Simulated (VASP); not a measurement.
# KMgF3 (Pm-3m) in VASP: settings compared, part 2 of 2

VASP 6.6.1. Earlier steps stand in the parts before.

### Step 3. Equation of state, LDA, 11.33 Å³/atom (a relaxed cell with its volume scaled by 0.96)

Contents of INCAR:

```
  PREC = Accurate
  ENCUT = 520
  EDIFF = 1E-7
  ISMEAR = 0
  SIGMA = 0.02
  LREAL = False
  LASPH = True
  NELM = 100
  ALGO = Normal
  ISIF = 2
  LWAVE = False
  LCHARG = False
  GGA = CA
  KPAR = 2
```

Contents of KPOINTS:

```
Automatic mesh
0
Gamma
  6 6 6
```

Contents of POSCAR:

```
KMgF3                                   
1.0
    3.8402483690     -0.0000000000     -0.0000000000
    0.0000000000      3.8402483690     -0.0000000000
   -0.0000000000      0.0000000000      3.8402483690
  K               Mg              F             
     1     1     3
Direct
     0.5000000000000000    0.5000000000000000    0.5000000000000000
     0.0000000000000000    0.0000000000000000    0.0000000000000000
     0.0000000000000000    0.0000000000000000    0.5000000000000000
     0.0000000000000000    0.5000000000000000    0.0000000000000000
     0.5000000000000000    0.0000000000000000    0.0000000000000000
```

Potentials or basis: VASP PAW LDA potentials, release 64 (K_sv, Mg, F).

The run is started by

```
cat potpaw_LDA.64/K_sv/POTCAR potpaw_LDA.64/Mg/POTCAR potpaw_LDA.64/F/POTCAR > POTCAR
mpirun -np 2 vasp_std > vasp.out
```

OUTCAR:

```text
PREC = Accurate
   ENCUT = 520
   EDIFF = 1E-7
   ISMEAR = 0
   LREAL = False
   LASPH = True
   NELM = 100
   ISIF = 2
   GGA = CA

 ion  position               nearest neighbor table
   1  0.500  0.500  0.500-   3 2.72   4 2.72   5 2.72   4 2.72   5 2.72   3 2.72   5 2.72   5 2.72
                             3 2.72   4 2.72   4 2.72   3 2.72   2 3.33   2 3.33   2 3.33   2 3.33
   2  0.000  0.000  0.000-   3 1.92   4 1.92   5 1.92   3 1.92   4 1.92   5 1.92   1 3.33   1 3.33
                             1 3.33   1 3.33   1 3.33   1 3.33   1 3.33   1 3.33
   3  0.000  0.000  0.500-   2 1.92   2 1.92   1 2.72   1 2.72   1 2.72   1 2.72
   4  0.000  0.500  0.000-   2 1.92   2 1.92   1 2.72   1 2.72   1 2.72   1 2.72
   5  0.500  0.000  0.000-   2 1.92   2 1.92   1 2.72   1 2.72   1 2.72   1 2.72

  LATTYP: Found a simple cubic cell.
 ALAT       =     3.8402483690

  Lattice vectors:

 A1 = (   3.8402483690,   0.0000000000,   0.0000000000)
 A2 = (   0.0000000000,   3.8402483690,   0.0000000000)
 A3 = (   0.0000000000,   0.0000000000,   3.8402483690)

Analysis of symmetry for initial positions (statically):
=====================================================================
 Subroutine PRICEL returns:
 Original cell was already a primitive cell.

 Routine SETGRP: Setting up the symmetry group for a
 simple cubic supercell.

 Subroutine GETGRP returns: Found 48 space group operations
 (whereof 48 operations were pure point group operations)
 out of a pool of 48 trial point group operations.

The static configuration has the point symmetry O_h .

Analysis of symmetry for dynamics (positions and initial velocities):
=====================================================================
 Subroutine PRICEL returns:
 Original cell was already a primitive cell.

 Routine SETGRP: Setting up the symmetry group for a
 simple cubic supercell.

 Subroutine GETGRP returns: Found 48 space group operations
[... 125 lines left out ...]
  volume/ion in A,a.u.               =      11.33        76.44
  Fermi-wavevector in a.u.,A,eV,Ry     =   1.353419  2.557591 24.922366  1.831742
  Thomas-Fermi vector in A             =   2.480676
   LORBIT       =      0    0 simple, 1 ext, 2 COOP (PROOUT), +10 PAW based schemes
   GGA     = CA    functional components
   LHFCALC =     F    Hartree Fock is set to
   AEXX    =    0.0000 exact exchange contribution
   IVDW    =     0    specifies the selected vdW correction
   LEPSILON=     F    determine dielectric tensor
   LRPA    =     F    only Hartree local field effects (RPA)
 non-spin polarized calculation
 Gauss-broadening in eV      SIGMA  =   0.02
  energy-cutoff  :      520.00
  volume of cell :       56.63
 maximum number of plane-waves:      1568
 NGX is ok and might be reduce to    30
   NGX = 15   NGY = 15   NGZ = 15

 number of electron      32.0000044 magnetization

 Free energy of the ion-electron system (eV)
  ---------------------------------------------------
  ext. energy  EPLUGINS =         0.00000000
  ---------------------------------------------------
  free energy    TOTEN  =       -27.09447287 eV

  energy without entropy =      -27.09447287  energy(sigma->0) =      -27.09447287

 E-fermi :  -1.2115     XC(G=0): -10.9794

 val. band max:       -1.3790616308   @ k =   0.5000   0.5000   0.5000
 cond. band min:       6.4808831319   @ k =   0.0000   0.0000   0.0000
 fundamental gap:      7.8599447627
 Fermi energy:        -1.2114832307

 k-point     1 :       0.0000    0.0000    0.0000
  band No.  band energies     occupation
      1     -26.3694      2.00000
      2     -21.4186      2.00000
      3     -20.5671      2.00000
      4     -20.5671      2.00000
      5     -10.1318      2.00000
      6     -10.1318      2.00000
[... 449 lines left out ...]
     19       9.2407      0.00000
     20      13.1508      0.00000

------------------------ aborting loop because EDIFF is reached ----------------------------------------

  FORCE on cell =-STRESS in cart. coord.  units (eV):
  Direction    XX          YY          ZZ          XY          YZ          ZX
  --------------------------------------------------------------------------------------
  -------------------------------------------------------------------------------------
  Total        1.5004995      1.5004995      1.5004995      0.0000000     -0.0000000      0.0000000
  in kB       42.4491002     42.4491002     42.4491002      0.0000000     -0.0000000      0.0000000
  external PRESSURE =      42.4491002 kB  Pullay stress =       0.0000000 kB

 VOLUME and BASIS-vectors are now :
 -----------------------------------------------------------------------------
  energy-cutoff  :      520.00
  volume of cell :       56.63
      direct lattice vectors                 reciprocal lattice vectors
     3.840248369  0.000000000  0.000000000     0.260399824  0.000000000  0.000000000
     0.000000000  3.840248369  0.000000000     0.000000000  0.260399824  0.000000000
     0.000000000  0.000000000  3.840248369     0.000000000  0.000000000  0.260399824

 POSITION                                       TOTAL-FORCE (eV/Angst)
 -----------------------------------------------------------------------------------
      1.92012      1.92012      1.92012         0.000000      0.000000      0.000000
      0.00000      0.00000      0.00000         0.000000      0.000000      0.000000
      0.00000      0.00000      1.92012         0.000000      0.000000      0.000000
      0.00000      1.92012      0.00000         0.000000      0.000000      0.000000
      1.92012      0.00000      0.00000         0.000000      0.000000      0.000000
 -----------------------------------------------------------------------------------
    total drift:                                0.000000     -0.000000      0.000000

  FREE ENERGIE OF THE ION-ELECTRON SYSTEM (eV)
  ---------------------------------------------------
  free  energy   TOTEN  =       -27.0944728712 eV

  energy  without entropy=      -27.0944728712  energy(sigma->0) =      -27.09447287
```

OSZICAR:

```text
N       E                     dE             d eps       ncg     rms          rms(c)
DAV:   1     0.247938164257E+03    0.24794E+03   -0.18000E+04   816   0.156E+03
DAV:   2    -0.171372356948E+02   -0.26508E+03   -0.25180E+03  1004   0.410E+02
DAV:   3    -0.286532582007E+02   -0.11516E+02   -0.11483E+02  1052   0.855E+01
DAV:   4    -0.292463430303E+02   -0.59308E+00   -0.59179E+00  1348   0.122E+01
DAV:   5    -0.292476979844E+02   -0.13550E-02   -0.13549E-02   976   0.610E-01    0.885E+00
DAV:   6    -0.271758077498E+02    0.20719E+01   -0.86207E+00   920   0.238E+01    0.433E+00
DAV:   7    -0.271289819606E+02    0.46826E-01   -0.29607E-01  1056   0.368E+00    0.293E+00
DAV:   8    -0.270960413877E+02    0.32941E-01   -0.65931E-02   964   0.279E+00    0.357E-01
DAV:   9    -0.270943906472E+02    0.16507E-02   -0.14954E-02  1004   0.926E-01    0.992E-02
DAV:  10    -0.270944757955E+02   -0.85148E-04   -0.10281E-03  1060   0.222E-01    0.234E-02
DAV:  11    -0.270944738820E+02    0.19135E-05   -0.21988E-05  1008   0.449E-02    0.121E-02
DAV:  12    -0.270944728672E+02    0.10148E-05   -0.60935E-06   984   0.222E-02    0.237E-03
DAV:  13    -0.270944728712E+02   -0.39327E-08   -0.18658E-07   864   0.294E-03
   1 F= -.27094473E+02 E0= -.27094473E+02  d E =-.509189E-34
```

stdout:

```text
POSCAR found type information on POSCAR K MgF
 POSCAR found :  3 types and       5 ions
 scaLAPACK will be used
 LDA part: xc-table for (Slater(with rela. corr.)+CA(PZ))
 , standard interpolation
 POSCAR, INCAR and KPOINTS ok, starting setup
 FFT: planning ... GRIDC
 FFT: planning ... GRID_SOFT
 FFT: planning ... GRID
 WAVECAR not read
 entering main loop
```

It took 11 s on 2 MPI ranks of AMD EPYC 7R13 (Zen 3), shared host; peak memory 0.13 GiB.

What came out:

| Quantity | Value |
| --- | --- |
| Free energy | -27.0945 eV |
| Pressure | 4.2 GPa |
| Band gap on the k mesh | 7.86 eV, indirect (least direct gap 8.18 eV) |

### Step 4. Equation of state, LDA, 11.56 Å³/atom (a relaxed cell with its volume scaled by 0.98)

INCAR is that of step 3.

KPOINTS is that of step 3.

Edit POSCAR of step 3 so:

```diff
@@ -2,5 +2,5 @@
 1.0
-    3.8402483690     -0.0000000000     -0.0000000000
-    0.0000000000      3.8402483690     -0.0000000000
-   -0.0000000000      0.0000000000      3.8402483690
+    3.8667336775     -0.0000000000     -0.0000000000
+    0.0000000000      3.8667336775     -0.0000000000
+   -0.0000000000      0.0000000000      3.8667336775
   K               Mg              F
```

The run is started by

```
cat potpaw_LDA.64/K_sv/POTCAR potpaw_LDA.64/Mg/POTCAR potpaw_LDA.64/F/POTCAR > POTCAR
mpirun -np 2 vasp_std > vasp.out
```

Wall time 10 s (2 MPI ranks of AMD EPYC 7R13 (Zen 3), shared host); peak memory 0.13 GiB.

The run converged. Its results:

```
Free energy            : -27.1201 eV
Pressure               : 2.1 GPa
Band gap on the k mesh : 7.68 eV, indirect (least direct gap 8.00 eV)
```

### Step 5. Equation of state, LDA, 11.80 Å³/atom

INCAR is that of step 4.

KPOINTS is that of step 4.

Edit POSCAR of step 4 so:

```diff
@@ -2,5 +2,5 @@
 1.0
-    3.8667336775     -0.0000000000     -0.0000000000
-    0.0000000000      3.8667336775     -0.0000000000
-   -0.0000000000      0.0000000000      3.8667336775
+    3.8928610489     -0.0000000000     -0.0000000000
+    0.0000000000      3.8928610489     -0.0000000000
+   -0.0000000000      0.0000000000      3.8928610489
   K               Mg              F
```

The run is started by

```
cat potpaw_LDA.64/K_sv/POTCAR potpaw_LDA.64/Mg/POTCAR potpaw_LDA.64/F/POTCAR > POTCAR
mpirun -np 2 vasp_std > vasp.out
```

Wall time 12 s (2 MPI ranks of AMD EPYC 7R13 (Zen 3), shared host); peak memory 0.13 GiB.

The run converged. Its results:

```yaml
Free_energy: -27.1312 eV
Pressure: 0.2 GPa
Band_gap_on_the_k_mesh: 7.51 eV, indirect (least direct gap 7.84 eV)
```

### Step 6. Equation of state, LDA, 12.03 Å³/atom (a relaxed cell with its volume scaled by 1.02)

INCAR is that of step 5.

KPOINTS is that of step 5.

Edit POSCAR of step 5 so:

```diff
@@ -2,5 +2,5 @@
 1.0
-    3.8928610489     -0.0000000000     -0.0000000000
-    0.0000000000      3.8928610489     -0.0000000000
-   -0.0000000000      0.0000000000      3.8928610489
+    3.9186423370     -0.0000000000     -0.0000000000
+    0.0000000000      3.9186423370     -0.0000000000
+   -0.0000000000      0.0000000000      3.9186423370
   K               Mg              F
```

Potentials or basis: VASP PAW LDA potentials, release 64 (K_sv, Mg, F).

The run is started by

```
cat potpaw_LDA.64/K_sv/POTCAR potpaw_LDA.64/Mg/POTCAR potpaw_LDA.64/F/POTCAR > POTCAR
mpirun -np 2 vasp_std > vasp.out
```

Run time: 14 s. Hardware: 2 MPI ranks of AMD EPYC 7R13 (Zen 3), shared host; peak memory 0.13 GiB.

Results (log left out):

```
Free energy            : -27.1286 eV
Pressure               : -1.5 GPa
Band gap on the k mesh : 7.35 eV, indirect (least direct gap 7.68 eV)
```

### Step 7. Equation of state, LDA, 12.27 Å³/atom (a relaxed cell with its volume scaled by 1.04)

INCAR is that of step 6.

KPOINTS is that of step 6.

Edit POSCAR of step 6 so:

```diff
@@ -2,5 +2,5 @@
 1.0
-    3.9186423370     -0.0000000000     -0.0000000000
-    0.0000000000      3.9186423370     -0.0000000000
-   -0.0000000000      0.0000000000      3.9186423370
+    3.9440887795     -0.0000000000     -0.0000000000
+    0.0000000000      3.9440887795     -0.0000000000
+   -0.0000000000      0.0000000000      3.9440887795
   K               Mg              F
```

The run is started by

```
cat potpaw_LDA.64/K_sv/POTCAR potpaw_LDA.64/Mg/POTCAR potpaw_LDA.64/F/POTCAR > POTCAR
mpirun -np 2 vasp_std > vasp.out
```

Run time: 14 s. Hardware: 2 MPI ranks of AMD EPYC 7R13 (Zen 3), shared host; peak memory 0.13 GiB.

Results (log left out):

```yaml
Free_energy: -27.1140 eV
Pressure: -3.0 GPa
Band_gap_on_the_k_mesh: 7.20 eV, indirect (least direct gap 7.53 eV)
```

### Step 8. Equation of state, LDA

This run uses another cell than the first one, of 11.80 Å³/atom, 0.932 times its volume.

This step only gathers the single runs of the series.

Results:

```
Equilibrium volume                      : 11.87 Å³/atom
Bulk modulus                            : 89 GPa
Pressure derivative of the bulk modulus : 3.8 (rough: it moves with the points fitted)
```

Energy against volume, from the lowest point:
| volume (Å³/atom) | energy (meV/atom) |
| --- | --- |
| 11.327 | 7.34 |
| 11.563 | 2.22 |
| 11.799 | 0.00 |
| 12.035 | 0.52 |
| 12.271 | 3.43 |

### Step 9. How close it comes

Step 8. A measured bulk modulus of KMgF3 is 71.2 GPa (powder; “High-pressure structural, elastic and electronic properties of the scintillator host material, KMgF3”, 2007, arxiv:cond-mat/0703621); the calculated 89 GPa misses it by +24.7 %. The fit is for a static lattice scaled at fixed shape and fixed fractional positions.
